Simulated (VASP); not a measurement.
Input of a VASP 6.6.1 run:

Contents of INCAR:

```
SYSTEM = Tm
ALGO = Normal
EDIFF = 1E-7
ENCUT = 520
GGA = PE
ISIF = 2
ISMEAR = -1
ISPIN = 2
LASPH = .True.
LCHARG = .False.
LMAXMIX = 6
LORBIT = 11
LREAL = .False.
LWAVE = .False.
MAGMOM = 2 2
NBANDS = 34
NELM = 100
PREC = Accurate
SIGMA = 0.05
```

KPOINTS

```
k-points
0
Gamma
  9 9 5
  0 0 0
```

POSCAR

```
Tm
1.0
    3.5375000000      0.0000000000      0.0000000000
   -1.7687500000      3.0635648659      0.0000000000
    0.0000000000      0.0000000000      5.5546000000
Tm
2
Direct
    0.6666666667      0.3333333333      0.7500000000
    0.3333333333      0.6666666667      0.2500000000
```

Potentials or basis: VASP PAW PBE potentials, release 64 (Tm).

Launch:

```bash
$ cat potpaw_PBE.64/Tm/POTCAR > POTCAR
$ mpirun -np 1 vasp_std > vasp.out
```

Question: Predict the site moments.

Answer: Tm +1.21 μB.

Question: Estimate the net moment.

Answer: 2.16 μB per cell.

Stress tensor (GPa, compression positive):
```
2.79 0.00 0.00
0.00 2.79 0.00
0.00 0.00 4.75
```

Caveat: the magnetic or orbital state may not be the lowest. The state reached can hang on the start; a lower one may exist.
